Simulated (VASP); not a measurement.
# BaTiO3 (R3m) in VASP: a series of runs

One crystal, BaTiO3, is run at these levels: r2SCAN; tasks: relaxation of shape and atoms at fixed volume.

All numbers are computed with VASP 6.6.1; they aren't measurements. Logs are shortened: lines on timing, memory, paths and dates and some standing lists are left out, and cuts for length are marked.

## Step 1: The structure

The structure is trigonal, space group R3m (No. 160). The conventional cell has a = 5.697 Å, b = 5.697 Å, c = 7.010 Å, α = 90.00°, β = 90.00°, γ = 120.00°. Around Ba (site symmetry 3m) lie 12 O at 2.79 to 2.93 Å. Ti (site symmetry 3m) is surrounded by 6 O at 1.88 to 2.16 Å. Around O (site symmetry m) lie 2 Ti at 1.88 to 2.16 Å.

## Step 2: Relaxation of shape and atoms at fixed volume, r2SCAN (a relaxed cell with its volume scaled by 0.94)

INCAR reads:

```
PREC     = Accurate       # precision mode
ENCUT    = 600            # plane-wave cutoff, eV
EDIFF    = 1E-7           # SCF threshold, eV
ISMEAR   = 0              # smearing method
SIGMA    = 0.03           # smearing width, eV
LREAL    = F              # projectors in reciprocal space
LASPH    = T              # aspherical terms in the spheres
NELM     = 80             # most SCF steps
ALGO     = Normal         # electronic algorithm
ISIF     = 4              # what is computed and relaxed
LWAVE    = F              # write WAVECAR
LCHARG   = F              # write CHGCAR
METAGGA  = R2SCAN         # meta-GGA
LMIXTAU  = T            
IBRION   = 2              # ionic algorithm
NSW      = 40             # ionic steps
EDIFFG   = -0.01          # ionic threshold
KPAR     = 2
```

KPOINTS reads:

```
regular mesh
0
Gamma
  7 7 7
```

POSCAR reads:

```
BaTiO3                                  
1.0
    2.7901960511      1.6109204412      2.2890846344
   -2.7901960511      1.6109204412      2.2890846344
   -0.0000000000     -3.2218408823      2.2890846344
  Ba              Ti              O             
     1     1     3
Direct
     0.9975285894313949    0.9975285894313949    0.9975285894313949
     0.4842479316109137    0.4842479316109137    0.4842479316109137
     0.5093152506110088    0.5093152506110088    0.0187929777356718
     0.0187929777356718    0.5093152506110088    0.5093152506110088
     0.5093152506110088    0.0187929777356718    0.5093152506110088
```

Potentials or basis: VASP PAW PBE potentials, release 64 (Ba_sv, Ti_sv, O).

Launch:

```
$ cat potpaw_PBE.64/Ba_sv/POTCAR potpaw_PBE.64/Ti_sv/POTCAR potpaw_PBE.64/O/POTCAR > POTCAR
$ mpirun -np 2 vasp_std > vasp.out
```

OUTCAR:

```text
PREC = Accurate
   ENCUT = 600
   EDIFF = 1E-7
   ISMEAR = 0
   LREAL = F
   LASPH = T
   NELM = 80
   ISIF = 4
   METAGGA = R2SCAN
   IBRION = 2
   NSW = 40
   EDIFFG = -0.01

 ion  position               nearest neighbor table
   1  0.998  0.998  0.998-   4 2.73   5 2.73   3 2.73   5 2.79   4 2.79   4 2.79   5 2.79   3 2.79
                             3 2.79   4 2.87   5 2.87   3 2.87   2 3.34   2 3.39   2 3.39   2 3.39
   2  0.484  0.484  0.484-   3 1.84   4 1.84   5 1.84   3 2.12   4 2.12   5 2.12   1 3.34   1 3.39
                             1 3.39   1 3.39   1 3.45   1 3.45   1 3.45   1 3.52
   3  0.509  0.509  0.019-   2 1.84   2 2.12   1 2.73   1 2.79   1 2.79   1 2.87
   4  0.019  0.509  0.509-   2 1.84   2 2.12   1 2.73   1 2.79   1 2.79   1 2.87
   5  0.509  0.019  0.509-   2 1.84   2 2.12   1 2.73   1 2.79   1 2.79   1 2.87

  LATTYP: Found a trigonal (rhomboedric) cell.
 ALAT       =     3.9522357135
 COS(alpha) =     0.0031868499

  Lattice vectors:

 A1 = (   2.7901960511,   1.6109204412,   2.2890846344)
 A2 = (  -2.7901960511,   1.6109204412,   2.2890846344)
 A3 = (   0.0000000000,  -3.2218408823,   2.2890846344)

Analysis of symmetry for initial positions (statically):
=====================================================================
 Subroutine PRICEL returns:
 Original cell was already a primitive cell.

 Routine SETGRP: Setting up the symmetry group for a
 trigonal (rhombohedral) supercell.

 Subroutine GETGRP returns: Found  6 space group operations
 (whereof  6 operations were pure point group operations)
 out of a pool of 12 trial point group operations.

The static configuration has the point symmetry C_3v.

Analysis of symmetry for dynamics (positions and initial velocities):
=====================================================================
 Subroutine PRICEL returns:
 Original cell was already a primitive cell.

 Routine SETGRP: Setting up the symmetry group for a
 trigonal (rhombohedral) supercell.

 Subroutine GETGRP returns: Found  6 space group operations
 (whereof  6 operations were pure point group operations)
 out of a pool of 12 trial point group operations.

The dynamic configuration has the point symmetry C_3v.

 Subroutine INISYM returns: Found  6 space group operations
 (whereof  6 operations are pure point group operations),
 and found     1 'primitive' translations

----------------------------------------------------------------------------------------

                                     Primitive cell
[... 122 lines left out ...]
   METAGGA = R2SCAN    functional components
   LHFCALC =     F    Hartree Fock is set to
   AEXX    =    0.0000 exact exchange contribution
   IVDW    =     0    specifies the selected vdW correction
   LEPSILON=     F    determine dielectric tensor
   LRPA    =     F    only Hartree local field effects (RPA)
 conjugate gradient relaxation of ions
 non-spin polarized calculation
 Gauss-broadening in eV      SIGMA  =   0.03
  energy-cutoff  :      600.00
  volume of cell :       61.73
 maximum number of plane-waves:      2103
   NGX = 15   NGY = 15   NGZ = 15

--------------------------------------- Ionic step        1  -------------------------------------------

 number of electron      40.0000003 magnetization

 Free energy of the ion-electron system (eV)
  ---------------------------------------------------
  ext. energy  EPLUGINS =         0.00000000
  ---------------------------------------------------
  free energy    TOTEN  =       -74.13083007 eV

  energy without entropy =      -74.13083007  energy(sigma->0) =      -74.13083007

------------------------ aborting loop because EDIFF is reached ----------------------------------------

  FORCE on cell =-STRESS in cart. coord.  units (eV):
  Direction    XX          YY          ZZ          XY          YZ          ZX
  --------------------------------------------------------------------------------------
  -------------------------------------------------------------------------------------
  Total        4.8351729      4.8351729      4.5178322      0.0000000      0.0000000      0.0000000
  in kB      125.4875615    125.4875615    117.2515980      0.0000000      0.0000000      0.0000000
  external PRESSURE =     122.7422403 kB  Pullay stress =       0.0000000 kB
[... 98 lines left out ...]
  FREE ENERGIE OF THE ION-ELECTRON SYSTEM (eV)
  ---------------------------------------------------
  free  energy   TOTEN  =       -74.1667994752 eV

  energy  without entropy=      -74.1667994752  energy(sigma->0) =      -74.16679948

[... ionic steps 4 to 7 ...]

--------------------------------------- Ionic step        8  -------------------------------------------

 number of electron      40.0000017 magnetization

------------------------ aborting loop because EDIFF is reached ----------------------------------------
[... 73 lines left out ...]
--------------------------------------- Ionic step       10  -------------------------------------------

 number of electron      40.0000017 magnetization

 Free energy of the ion-electron system (eV)
  ---------------------------------------------------
  ext. energy  EPLUGINS =         0.00000000
  ---------------------------------------------------
  free energy    TOTEN  =       -74.17434314 eV

  energy without entropy =      -74.17434314  energy(sigma->0) =      -74.17434314

 E-fermi :   4.0124     XC(G=0): -12.1327

 val. band max:        3.7497200567   @ k =   0.4286   0.4286   0.4286
 cond. band min:       6.1724572922   @ k =   0.0000   0.0000   0.0000
 fundamental gap:      2.4227372355
 Fermi energy:         4.0123994695

 k-point     1 :       0.0000    0.0000    0.0000
  band No.  band energies     occupation
      1     -54.8141      2.00000
      2     -30.0050      2.00000
      3     -30.0050      2.00000
      4     -30.0041      2.00000
      5     -21.5690      2.00000
      6     -14.1120      2.00000
[... 637 lines left out ...]
     23       8.1173      0.00000
     24       9.7952      0.00000

 [... further k-points ...]

------------------------ aborting loop because EDIFF is reached ----------------------------------------

  FORCE on cell =-STRESS in cart. coord.  units (eV):
  Direction    XX          YY          ZZ          XY          YZ          ZX
  --------------------------------------------------------------------------------------
  -------------------------------------------------------------------------------------
  Total        3.4096254      3.4096254      3.3815437     -0.0000000      0.0000000      0.0000000
  in kB       88.4902331     88.4902331     87.7614260     -0.0000000      0.0000000      0.0000000
  external PRESSURE =      88.2472974 kB  Pullay stress =       0.0000000 kB
[... 20 lines left out ...]
  FREE ENERGIE OF THE ION-ELECTRON SYSTEM (eV)
  ---------------------------------------------------
  free  energy   TOTEN  =       -74.1743431365 eV

  energy  without entropy=      -74.1743431365  energy(sigma->0) =      -74.17434314

 reached required accuracy - stopping structural energy minimisation
```

CONTCAR:

```text
BaTiO3
   1.00000000000000
     2.7938109753382094    1.6130075186713275    2.2831647535703219
    -2.7938109753382094    1.6130075186713275    2.2831647535703219
    -0.0000000000000000   -3.2260150371958907    2.2831647535374082
  Ba              Ti              O
     1     1     3
Direct
     0.0015394390854192    0.0015394390854192    0.0015394390854245
     0.4955425337043249    0.4955425337043249    0.4955425337043360
     0.5064769943061151    0.5064769943061151    0.0091640385980237
     0.0091640385980319    0.5064769943061140    0.5064769943061104
     0.5064769943061140    0.0091640385980319    0.5064769943061104

  0.00000000E+00  0.00000000E+00  0.00000000E+00
  0.00000000E+00  0.00000000E+00  0.00000000E+00
  0.00000000E+00  0.00000000E+00  0.00000000E+00
  0.00000000E+00  0.00000000E+00  0.00000000E+00
  0.00000000E+00  0.00000000E+00  0.00000000E+00
```

Run time: 9.1 min. Hardware: 2 MPI ranks of AMD EPYC 9R45 (Zen 5), shared host; peak memory 0.22 GiB.

What came out:

```
Free energy                  : -74.1743 eV
Energy gained by relaxing    : 8.7 meV/atom
Ionic steps                  : 10
Pressure after relaxing      : 8.8 GPa
Largest force after relaxing : 0.006 eV/Å
Band gap on the k mesh       : 2.42 eV, indirect (least direct gap 2.53 eV)
```

Forces in eV/Å, atoms in the order of the input:
```
Ba   0.000  0.000  0.003
Ti   0.000  0.000  0.006
O    0.000 -0.004 -0.003
O    0.004  0.002 -0.003
O   -0.004  0.002 -0.003
```

Step by step:
```tsv
step	energy change (eV)	largest force (eV/Å)	pressure (GPa)
1	0.0000	0.7244	12.27
2	-0.0349	0.1999	9.94
3	-0.0360	0.1603	9.51
4	-0.0406	0.0970	9.35
5	-0.0425	0.0488	9.19
6	-0.0433	0.0280	9.02
7	-0.0433	0.0269	8.99
8	-0.0435	0.0188	8.90
9	-0.0435	0.0154	8.85
10	-0.0435	0.0058	8.82
```

Final structure:
```xyz
5
Lattice="2.7938 1.6130 2.2832 -2.7938 1.6130 2.2832 0.0000 -3.2260 2.2832" Properties=species:S:1:pos:R:3 pbc="T T T"
Ba    0.0000    0.0000    0.0105
Ti    0.0000    0.0000    3.3942
O     0.0000    1.6043    2.3337
O    -1.3894   -0.8022    2.3337
O     1.3894   -0.8022    2.3337
```

Caveat: the PAW data sets were made with another functional, which shifts forces and pressure a little; spin-orbit coupling is left out, which moves the levels of the heavy elements; an odd mesh through Γ misses points on the zone boundary, where band edges often lie.

(Part 1 of 2 ends here.)
